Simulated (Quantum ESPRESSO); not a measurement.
Crystal: Sb.

```xyz
2
Lattice="2.1542 1.2437 3.7580 -2.1542 1.2437 3.7580 0.0000 -2.4875 3.7580" Properties=species:S:1:pos:R:3 pbc="T T T"
Sb    0.0000    0.0000    8.6416
Sb    0.0000    0.0000    2.6324
```

Base run:

```yaml
Program: Quantum ESPRESSO 7.5
Functional: PBEsol
Potentials_or_basis: GBRV 1.5 PBEsol
Cutoff: 612 eV
Density_cutoff: 4898 eV
k_mesh: 6 × 6 × 6
Occupations: fermi-dirac, width 0.05 eV
Spin: no spin polarisation
```

Its results: band gap on the k mesh none (metal or under the smearing width); pressure -0.1 GPa; largest force 0.024 eV/Å.

The run is repeated on the same cell with these changes: functional from PBEsol to LDA; potentials or basis from GBRV 1.5 PBEsol to JTH 2.0 LDA; cutoff from 612 eV to 490 eV; density cutoff from 4898 eV to 2939 eV. What comes out?

Band gap on the k mesh none (metal or under the smearing width); pressure -1.4 GPa; largest force 0.073 eV/Å.

Caveats: the cutoff is low for these files, which shifts pressure and relaxed volume (some runs).

Not every run made on this cell is shown here.
